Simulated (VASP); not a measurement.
# InAs (F-43m) in VASP: a series of runs

The runs below take InAs through relaxation of cell and atoms, with PBEsol.

All numbers are computed with VASP 6.6.1; they aren't measurements. Logs are shortened: lines on timing, memory, paths and dates and some standing lists are left out, and cuts for length are marked.

### 1 The structure

The structure is cubic, space group F-43m (No. 216). The conventional cell has a = 6.036 Å, b = 6.036 Å, c = 6.036 Å, α = 90.00°, β = 90.00°, γ = 90.00°. In (site symmetry -43m) has 4 As at 2.61 Å as nearest neighbours. As (site symmetry -43m) is surrounded by 4 In at 2.61 Å.

### 2 Relaxation of cell and atoms, PBEsol

File INCAR:

```
  PREC = Accurate
  ENCUT = 520
  EDIFF = 1E-7
  ISMEAR = 0
  SIGMA = 0.02
  LREAL = F
  LASPH = T
  NELM = 80
  ALGO = Fast
  ISIF = 3
  LWAVE = F
  LCHARG = F
  GGA = PS
  IBRION = 2
  NSW = 80
  EDIFFG = -0.002
  KPAR = 4
```

File KPOINTS:

```
regular mesh
0
Gamma
  10 10 10
```

File POSCAR:

```
InAs
1.0
    0.0000000000      3.0180000000      3.0180000000
    3.0180000000      0.0000000000      3.0180000000
    3.0180000000      3.0180000000      0.0000000000
In As
1 1
Direct
    0.0000000000      0.0000000000      0.0000000000
    0.2500000000      0.2500000000      0.2500000000
```

Potentials or basis: VASP PAW PBE potentials, release 64 (In_d, As).

Command:

```sh
> cat potpaw_PBE.64/In_d/POTCAR potpaw_PBE.64/As/POTCAR > POTCAR
> mpirun -np 4 vasp_std > vasp.out
```

OUTCAR:

```text
PREC = Accurate
   ENCUT = 520
   EDIFF = 1E-7
   ISMEAR = 0
   LREAL = F
   LASPH = T
   NELM = 80
   ISIF = 3
   GGA = PS
   IBRION = 2
   NSW = 80
   EDIFFG = -0.002

 ion  position               nearest neighbor table
   1  0.000  0.000  0.000-   2 2.61   2 2.61   2 2.61   2 2.61
   2  0.250  0.250  0.250-   1 2.61   1 2.61   1 2.61   1 2.61

  LATTYP: Found a face centered cubic cell.
 ALAT       =     6.0360000000

  Lattice vectors:

 A1 = (   0.0000000000,   3.0180000000,   3.0180000000)
 A2 = (   3.0180000000,   0.0000000000,   3.0180000000)
 A3 = (   3.0180000000,   3.0180000000,   0.0000000000)

Analysis of symmetry for initial positions (statically):
=====================================================================
 Subroutine PRICEL returns:
 Original cell was already a primitive cell.

 Routine SETGRP: Setting up the symmetry group for a
 face centered cubic supercell.

 Subroutine GETGRP returns: Found 24 space group operations
 (whereof 24 operations were pure point group operations)
 out of a pool of 48 trial point group operations.

The static configuration has the point symmetry T_d .

Analysis of symmetry for dynamics (positions and initial velocities):
=====================================================================
 Subroutine PRICEL returns:
 Original cell was already a primitive cell.

 Routine SETGRP: Setting up the symmetry group for a
 face centered cubic supercell.

 Subroutine GETGRP returns: Found 24 space group operations
 (whereof 24 operations were pure point group operations)
 out of a pool of 48 trial point group operations.

The dynamic configuration has the point symmetry T_d .

 Subroutine INISYM returns: Found 24 space group operations
 (whereof 24 operations are pure point group operations),
 and found     1 'primitive' translations

----------------------------------------------------------------------------------------

                                     Primitive cell

  volume of cell :      54.9778

  direct lattice vectors                    reciprocal lattice vectors
     0.000000000  3.018000000  3.018000000    -0.165672631  0.165672631  0.165672631
     3.018000000  0.000000000  3.018000000     0.165672631 -0.165672631  0.165672631
     3.018000000  3.018000000  0.000000000     0.165672631  0.165672631 -0.165672631

  length of vectors
     4.268096531  4.268096531  4.268096531     0.286953414  0.286953414  0.286953414

  position of ions in fractional coordinates (direct lattice)
     0.000000000  0.000000000  0.000000000
     0.250000000  0.250000000  0.250000000

  ion indices of the primitive-cell ions
[... 85 lines left out ...]
   PSTRESS=    0.0 pullay stress
   NELECT =      18.0000    total number of electrons
   NUPDOWN=      -1.0000    fix difference up-down
   EMIN   =  10.00;   EMAX   =-10.00  energy-range for DOS
   EFERMI =   0.00;   METHOD = LEGACY
   ISMEAR =     0;   SIGMA  =   0.02  broadening in eV -4-tet -1-fermi 0-gaus
   EFERMI_NEDOS =   21; number of points for ismear=-14 and -15
   IALGO  =     68    algorithm
   IMIX   =      4    mixing-type and parameters
     AMIX     =   0.40;   BMIX     =  1.00
     AMIX_MAG =   1.60;   BMIX_MAG =  1.00
  volume/ion in A,a.u.               =      27.49       185.50
  Fermi-wavevector in a.u.,A,eV,Ry     =   1.128331  2.132236 17.321990  1.273130
  Thomas-Fermi vector in A             =   2.265020
   LORBIT       =      0    0 simple, 1 ext, 2 COOP (PROOUT), +10 PAW based schemes
   GGA     = PS    functional components
   LHFCALC =     F    Hartree Fock is set to
   AEXX    =    0.0000 exact exchange contribution
   IVDW    =     0    specifies the selected vdW correction
   LEPSILON=     F    determine dielectric tensor
   LRPA    =     F    only Hartree local field effects (RPA)
 conjugate gradient relaxation of ions
 non-spin polarized calculation
 RMM-DIIS sequential band-by-band and
 Gauss-broadening in eV      SIGMA  =   0.02
  energy-cutoff  :      520.00
  volume of cell :       54.98
 maximum number of plane-waves:      1494
   NGX = 15   NGY = 15   NGZ = 15

--------------------------------------- Ionic step        1  -------------------------------------------

 number of electron      17.9999991 magnetization

 Free energy of the ion-electron system (eV)
  ---------------------------------------------------
  ext. energy  EPLUGINS =         0.00000000
  ---------------------------------------------------
  free energy    TOTEN  =        -8.48226323 eV

  energy without entropy =       -8.48223238  energy(sigma->0) =       -8.48224780

 E-fermi :   4.4346     XC(G=0):  -9.3080

 val. band max:        4.4284717673   @ k =   0.0000   0.0000   0.0000
 cond. band min:       5.3142059260   @ k =   0.5000   0.0000   0.0000
 fundamental gap:      0.8857341587
 Fermi energy:         4.4345631138

 k-point     1 :       0.0000    0.0000    0.0000
  band No.  band energies     occupation
      1      -9.9157      2.00000
      2      -9.9157      2.00000
      3      -9.9157      2.00000
      4      -9.7854      2.00000
      5      -9.7854      2.00000
      6      -7.4977      2.00000
      7       4.1734      2.00000
      8       4.4285      1.33334
      9       4.4285      1.33333
     10       4.4285      1.33333
     11       8.2866      0.00000
     12       8.2866      0.00000
     13       8.2866      0.00000
[... 469 lines left out ...]
  FREE ENERGIE OF THE ION-ELECTRON SYSTEM (eV)
  ---------------------------------------------------
  free  energy   TOTEN  =        -8.4895146132 eV

  energy  without entropy=       -8.4894837608  energy(sigma->0) =       -8.48949919

[... ionic steps 4 to 13 ...]

--------------------------------------- Ionic step       14  -------------------------------------------

 number of electron      17.9999992 magnetization

------------------------ aborting loop because EDIFF is reached ----------------------------------------
[... 67 lines left out ...]
--------------------------------------- Ionic step       16  -------------------------------------------

 number of electron      17.9999992 magnetization

 Free energy of the ion-electron system (eV)
  ---------------------------------------------------
  ext. energy  EPLUGINS =         0.00000000
  ---------------------------------------------------
  free energy    TOTEN  =        -8.48951611 eV

  energy without entropy =       -8.48948525  energy(sigma->0) =       -8.48950068

 E-fermi :   4.1664     XC(G=0):  -9.1916

 val. band max:        4.1602631779   @ k =   0.0000   0.0000   0.0000
 cond. band min:       4.9894675711   @ k =   0.5000   0.0000   0.0000
 fundamental gap:      0.8292043933
 Fermi energy:         4.1663545130

 k-point     1 :       0.0000    0.0000    0.0000
  band No.  band energies     occupation
      1     -10.1295      2.00000
      2     -10.1295      2.00000
      3     -10.1295      2.00000
      4     -10.0103      2.00000
      5     -10.0103      2.00000
      6      -7.5938      2.00000
      7       3.7704      2.00000
      8       4.1603      1.33334
      9       4.1603      1.33333
     10       4.1603      1.33333
     11       8.0072      0.00000
     12       8.0072      0.00000
     13       8.0072      0.00000
[... 397 lines left out ...]
  FREE ENERGIE OF THE ION-ELECTRON SYSTEM (eV)
  ---------------------------------------------------
  free  energy   TOTEN  =        -8.4895161055 eV

  energy  without entropy=       -8.4894852530  energy(sigma->0) =       -8.48950068

 reached required accuracy - stopping structural energy minimisation
```

It took 49 s on 4 MPI ranks of Intel Xeon Platinum 8488C (Sapphire Rapids), shared host; peak memory 0.2 GiB.

Results:

| Item | Value |
| --- | --- |
| Free energy | -8.4895 eV |
| Relaxed volume | 28.23 Å³/atom |
| Relaxed cell | a = 4.306 Å, b = 4.306 Å, c = 4.306 Å, α = 60.00°, β = 60.00°, γ = 60.00° |
| Space group after relaxing (to 0.05 Å) | F-43m (No. 216) |
| Energy gained by relaxing | 3.6 meV/atom |
| Ionic steps | 16 |
| Pressure after relaxing | 0.0 GPa |
| Band gap on the k mesh | none (metal or under the smearing width) |

Step by step:
```tsv
step	energy change (eV)	largest force (eV/Å)	pressure (GPa)	volume (Å³)
1	0.0000	0.0000	1.60	54.98
2	-0.0057	0.0000	-0.68	57.18
3	-0.0073	0.0000	-0.04	56.47
4	-0.0072	0.0000	0.03	56.44
5	-0.0072	0.0000	0.05	56.44
6	-0.0072	0.0000	0.04	56.44
7	-0.0072	0.0000	0.04	56.44
8	-0.0072	0.0000	0.04	56.44
9	-0.0072	0.0000	0.04	56.44
10	-0.0072	0.0000	0.04	56.44
11	-0.0072	0.0000	0.04	56.44
12	-0.0072	0.0000	0.04	56.44
13	-0.0072	0.0000	0.03	56.44
14	-0.0073	0.0000	0.03	56.45
15	-0.0073	0.0000	0.02	56.45
16	-0.0073	0.0000	0.01	56.47
```

Final structure:
```yaml
crystal:
  lattice:
    - [0.00000, 3.04503, 3.04503]
    - [3.04503, 0.00000, 3.04503]
    - [3.04503, 3.04503, 0.00000]
  atoms:
    - { symbol: In, position: [0.00000, 0.00000, 0.00000] }
    - { symbol: As, position: [0.25000, 0.25000, 0.25000] }
```

Levels at points of the mesh, in eV from the Fermi level:
```tsv
k point	band 6	band 7	band 8	band 9	band 10	band 11	band 12	band 13
(0.00, 0.00, 0.00)	-11.76	-0.40	-0.01	-0.01	-0.01	3.84	3.84	3.84
(0.50, 0.00, 0.00)	-10.34	-5.71	-0.97	-0.97	0.82	4.60	4.60	6.68
(0.50, 0.50, 0.00)	-9.82	-5.80	-2.28	-2.28	1.47	1.97	8.93	9.07
```

Caveat: the PAW data sets were made with another functional, which shifts forces and pressure a little; this crystal is a semiconductor, whose small gap the functional closes, so the metal is an error of the method. Zero-point motion and thermal expansion aren't in these numbers.

### 3 Relaxation of cell and atoms, PBEsol

This run uses another cell than the first one, of 28.23 Å³/atom, 1.027 times its volume.

INCAR is that of step 2.

KPOINTS is that of step 2.

File POSCAR:

```
InAs                                    
1.0
   -0.0000000000      3.0450257168      3.0450257168
    3.0450257168      0.0000000000      3.0450257168
    3.0450257168      3.0450257168      0.0000000000
  In              As            
     1     1
Direct
     0.0000000000000000    0.0000000000000000    1.0000000000000000
     0.2500000000000000    0.2500000000000000    0.2500000000000000
```

Potentials or basis: VASP PAW PBE potentials, release 64 (In_d, As).

Command:

```sh
> cat potpaw_PBE.64/In_d/POTCAR potpaw_PBE.64/As/POTCAR > POTCAR
> mpirun -np 4 vasp_std > vasp.out
```

Run time: 14 s. Hardware: 4 MPI ranks of Intel Xeon Platinum 8488C (Sapphire Rapids), shared host; peak memory 0.19 GiB.

Results (log left out):

* Free energy: -8.4899 eV
* Relaxed volume: 28.24 Å³/atom
* Relaxed cell: a = 4.307 Å, b = 4.307 Å, c = 4.307 Å, α = 60.00°, β = 60.00°, γ = 60.00°
* Space group after relaxing (to 0.05 Å): F-43m (No. 216)
* Energy gained by relaxing: 0.0 meV/atom
* Ionic steps: 3
* Pressure after relaxing: 0.0 GPa
* Band gap on the k mesh: none (metal or under the smearing width)

Final structure:
```cif
data_structure
_symmetry_space_group_name_H-M 'P 1'
_symmetry_Int_Tables_number 1
_cell_length_a 4.3067
_cell_length_b 4.3067
_cell_length_c 4.3067
_cell_angle_alpha 60.000
_cell_angle_beta 60.000
_cell_angle_gamma 60.000
_cell_volume 56.48
loop_
_atom_site_label
_atom_site_type_symbol
_atom_site_fract_x
_atom_site_fract_y
_atom_site_fract_z
_atom_site_occupancy
In1 In 0.00000 0.00000 0.00000 1
As1 As 0.25000 0.25000 0.25000 1
```

Levels at points of the mesh, in eV from the Fermi level:
```
           k point  band 7  band 8  band 9  band 10  band 11  band 12
(0.00, 0.00, 0.00)   -0.40   -0.01   -0.01    -0.01     3.84     3.84
(0.50, 0.00, 0.00)   -5.71   -0.97   -0.97     0.82     4.60     4.60
(0.50, 0.50, 0.00)   -5.80   -2.28   -2.28     1.47     1.97     8.93
```

Caveat: the PAW data sets were made with another functional, which shifts forces and pressure a little; this crystal is a semiconductor, whose small gap the functional closes, so the metal is an error of the method.
